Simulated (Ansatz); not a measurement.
`CCCS`, relaxed with RKS PBE-D4/def2-SVP in the Gaussian-basis code of Ansatz from a rough embedded geometry. The force threshold is 0.03 eV/Å; the program also tests the step.

Charge 0, multiplicity 1.

Start:

```xyz
12

C    -0.615    1.472   -0.152
C    -0.501    0.036   -0.509
C     0.603   -0.659    0.399
S     0.775   -2.373   -0.113
H    -1.394    1.935   -0.787
H     0.247    2.028   -0.245
H    -0.988    1.572    0.917
H    -1.438   -0.529   -0.449
H    -0.174   -0.004   -1.572
H     0.269   -0.619    1.420
H     1.513   -0.163    0.273
H     1.703   -2.696    0.817
```

Problem. How much energy does the relaxation release, and in how many steps? (Best estimate.)

Solution. The calculation gave: 35.44 kJ/mol, in 4 steps.

Problem. Which bonds change most? (Best estimate.)

Solution. Computed: C1–H6 from 1.030 to 1.110 Å; C3–H11 from 1.044 to 1.110 Å; C2–C3 from 1.590 to 1.529 Å; C1–C2 from 1.484 to 1.530 Å.

Problem. Give the relaxed structure. (Best estimate.)

Solution. The calculation gave: 
```xyz
12

C    -0.673    1.495   -0.142
C    -0.460    0.024   -0.505
C     0.583   -0.657    0.382
S     0.764   -2.414   -0.133
H    -1.433    1.964   -0.798
H     0.265    2.080   -0.248
H    -1.020    1.609    0.906
H    -1.421   -0.530   -0.423
H    -0.145   -0.065   -1.567
H     0.271   -0.613    1.447
H     1.562   -0.141    0.290
H     1.706   -2.753    0.790
```
